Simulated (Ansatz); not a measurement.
Reactions of C5H12O (`COC(C)(C)C`).

Gas-phase electronic energies from Ansatz, PBE0-D4/def2-TZVP geometries. CCSD(T)/CBS is the MP2 limit (def2-TZVPP, def2-QZVPP) plus CCSD(T) − MP2 in def2-TZVPP, frozen cores. This one scheme is used for every species. Functionals use def2-TZVPP. B3LYP here is the variant with VWN-RPA as its local correlation; programs differ in this. Open shells (•) are unrestricted, without spin–orbit coupling. One conformer a species, not always the lowest.

```
                                                              reaction  CCSD(T)/CBS(def2) (kJ/mol)
                                  `COC(C)(C)C` → `C[C](C)C`• + `C[O]`•                           ?
`COC(C)(C)C` + `Cl[SiH2]S[SiH2]Cl` → `C[SiH](Cl)S[SiH2]Cl` + `COC(C)C`                         -46
                     `COC(C)(C)C` + `CC(O)S` → `COC(C)S` + `CC(C)(C)O`                         -23
                                 `COC(C)(C)C` + H–F → `CF` + `COC(C)C`                          67
```

Problem. Fill in the missing values. (Estimate.)

Solution. Computed: `COC(C)(C)C` → `C[C](C)C`• + `C[O]`•: +384.9 kJ/mol.

Largest T1 diagnostic: 0.019, for `C[O]`•.
